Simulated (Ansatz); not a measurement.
# InAs: the cost of one run

Program: Ansatz 0.2.0. Level of theory: DFT PBE, scalar-relativistic, plane waves, PAW. These are calculated values, not measurements.

The COD entry's cell or inner coordinates are ideal or old and differ from later refinements, so a difference from it is no clean test against experiment.

1 further run of the same task is left out (set aside as unsound or not needed).

## (1) Starting point

The structure is cubic, space group F-43m (No. 216). Conventional cell: a = 6.186 Å, b = 6.186 Å, c = 6.186 Å, α = 90.00°, β = 90.00°, γ = 90.00°. Around In (site symmetry -43m) lie 4 As at 2.68 Å. As (site symmetry -43m) has 4 In at 2.68 Å as nearest neighbours.

As a file:

```cif
data_structure
_symmetry_space_group_name_H-M 'P 1'
_symmetry_Int_Tables_number 1
_cell_length_a 4.3744
_cell_length_b 4.3744
_cell_length_c 4.3744
_cell_angle_alpha 60.000
_cell_angle_beta 60.000
_cell_angle_gamma 60.000
_cell_volume 59.19
loop_
_atom_site_label
_atom_site_type_symbol
_atom_site_fract_x
_atom_site_fract_y
_atom_site_fract_z
_atom_site_occupancy
In1 In 0.00000 0.00000 0.00000 1
As1 As 0.25000 0.25000 0.25000 1
```

It is the result of an earlier relaxation at this level (volume 29.59 Å³/atom; gap on the mesh: none (metal)).

## (2) The [111] wire, 12 host atoms a period

The wire is cut from the relaxed crystal, periodic along c with vacuum across. Atoms and period relax; energies count from the bulk, -5227.2346 eV an atom.

The cell holds 6 In, 6 As: a = 14.100 Å, b = 13.700 Å, c = 10.715 Å, α = 90.00°, β = 90.00°, γ = 90.00°.

## (3) The relaxation run

Pressure and volume refer to the whole cell with its vacuum; only the period along c may change.

input.yaml reads:

```yaml
crystal:
  lattice:
    - [14.1, 0.0, 0.0]
    - [0.0, 13.7, 0.0]
    - [0.0, 0.0, 10.7150325793]
  atoms:
    - { symbol: In, position: [0.589558773, 0.5, 0.0], spin: 0.3 }
    - { symbol: As, position: [0.5, 0.3403505937, 0.4166666667], spin: 0.3 }
    - { symbol: In, position: [0.410441227, 0.5, 0.3333333333], spin: 0.3 }
    - { symbol: As, position: [0.679117546, 0.3403505937, 0.0833333333], spin: 0.3 }
    - { symbol: As, position: [0.5, 0.6596494063, 0.4166666667], spin: 0.3 }
    - { symbol: As, position: [0.320882454, 0.3403505937, 0.75], spin: 0.3 }
    - { symbol: In, position: [0.320882454, 0.3403505937, 0.0], spin: 0.3 }
    - { symbol: In, position: [0.679117546, 0.3403505937, 0.3333333333], spin: 0.3 }
    - { symbol: In, position: [0.5, 0.6596494063, 0.6666666667], spin: 0.3 }
    - { symbol: As, position: [0.410441227, 0.5, 0.0833333333], spin: 0.3 }
    - { symbol: In, position: [0.5, 0.3403505937, 0.6666666667], spin: 0.3 }
    - { symbol: As, position: [0.589558773, 0.5, 0.75], spin: 0.3 }
basis:
  ecutwfc: 420
kpoints:
  mp_grid: { grid: [1, 1, 5] }
hamiltonian:
  xc: pbe
scf:
  occupations: { method: gaussian, width: 0.05 }
output:
  forces: true
  stress: true
  eigenvalues: true
  populations: true
  write_density: true
  write_potential: true
  elf: true
  volumetric_format: npy
magnetization:
  spin_polarized: true
relax:
  adjacent_minimum: "off"
  f_tol: 0.02
  max_steps: 45
  cell: { fix: [a, b, alpha, beta, gamma], stress_tol: 0.03 }
```

Launch:

```bash
$ ansatz run input.yaml --threads 4 --pin off --max-ram 9216MiB --backend cpu --events-out ev --progress --plain --runs-dir out
```

**Question.** How long does this run take on 4 threads of Intel Xeon Platinum 8259CL at 2.50GHz (Skylake/Cascade Lake), shared host, and how much memory does it need?

About 31 min, with a peak of 4.7 GiB.
